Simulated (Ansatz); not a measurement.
# Pressure series in BaSnO3

The reference is BaSnO$_{3}$ in the cubic perovskite structure (space group Pm-3m, No. 221).

```yaml
crystal:
  lattice:
    - [4.17621, 0.00000, 0.00000]
    - [0.00000, 4.17621, 0.00000]
    - [0.00000, 0.00000, 4.17621]
  atoms:
    - { symbol: Ba, position: [0.00000, 0.00000, 0.00000] }
    - { symbol: Sn, position: [0.50000, 0.50000, 0.50000] }
    - { symbol: O, position: [0.00000, 0.50000, 0.50000] }
    - { symbol: O, position: [0.50000, 0.50000, 0.00000] }
    - { symbol: O, position: [0.50000, 0.00000, 0.50000] }
```

Cell and atoms are relaxed at each pressure.

Level of theory: PBE in Ansatz (plane waves to 420 eV, PAW, spin-orbit coupling left out), earlier PAW set.

```tsv
pressure (GPa)	volume per atom (Å³/atom)
-2	14.796
-1	?
0	14.567
0.9	14.471
2.1	14.349
4.5	14.121
15	13.317
22.5	12.869
30	12.490
```

Fit the third-order Birch–Murnaghan form P(V) = (3B₀/2)[(V₀/V)^(7/3) − (V₀/V)^(5/3)]·[1 + (3/4)(B₀′ − 4)((V₀/V)^(2/3) − 1)] (squares taken in P) to the rows shown and predict the withheld row.

Least squares on the printed values gives V₀ = 14.567 Å³/atom, B₀ = 135 GPa, B₀′ = 4.8; this predicts 14.678 Å³/atom, and the run gives 14.679 Å³/atom, in agreement.

Load acts through the strain it causes; cell and atoms are relaxed under it. Whether these cells are dynamically stable was not tested. Competing high-pressure phases were not computed.

Ansatz is a quantum-chemistry and plane-wave program.
